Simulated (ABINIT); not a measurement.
Runs of ABINIT 10.8.3 (patched build) on Ti. It takes space group Im-3m (No. 229, cubic). The conventional cell has a = 3.282 Å, b = 3.282 Å, c = 3.282 Å, α = 90.00°, β = 90.00°, γ = 90.00°. Ti (site symmetry m-3m) has 8 Ti at 2.84 Å as nearest neighbours. This isn't the form of Ti at room conditions, which is hcp.

| task | level | potentials or basis | cell | k mesh | cutoff (eV) | smearing | bands in the sums | broadening (eV) | scissor shift (eV) | tensor components | cell freedom (optcell) | gap on the mesh (eV) | pressure (GPa) | relaxed volume (Å³/atom) |
| --- | --- | --- | --- | --- | --- | --- | --- | --- | --- | --- | --- | --- | --- | --- |
| optical spectrum | PBEsol | PseudoDojo NC SR PBEsol v0.4.1 standard | as given | 14 × 14 × 14, with 2 shifts | 1034 | cold (ABINIT) 0.136 eV | 18 | 0.15 | 0 | [11] | - | - | -6.9 | - |
| relaxation of cell and atoms | PBEsol | PseudoDojo NC SR PBEsol v0.4 stringent | relaxed | 8 × 8 × 8 | 1143 | fermi-dirac 0.05 eV | - | - | - | - | 2 | none | 0.0 | 16.56 |
| single point | PBEsol | PseudoDojo NC SR PBEsol v0.4.1 standard | as given | 8 × 8 × 8 | 1034 | fermi-dirac 0.05 eV | - | - | - | - | - | none | -7.0 | - |
| relaxation of cell and atoms | LDA | JTH PAW LDA v2.0 | relaxed | 8 × 8 × 8 | 408 | fermi-dirac 0.05 eV | - | - | - | - | 2 | none | 0.0 | (a) |

Alike in all rows: no spin polarisation.

Q: Fill in the values left out.

A: (a) 15.94.

Caveats: the intraband (Drude) term is left out (some runs); spectra need much finer meshes, so this one isn't converged (some runs).

A k mesh can miss the band edges.

A gap of «none» marks a metal or a gap under the smearing width.

Not every run made on this cell is shown here.
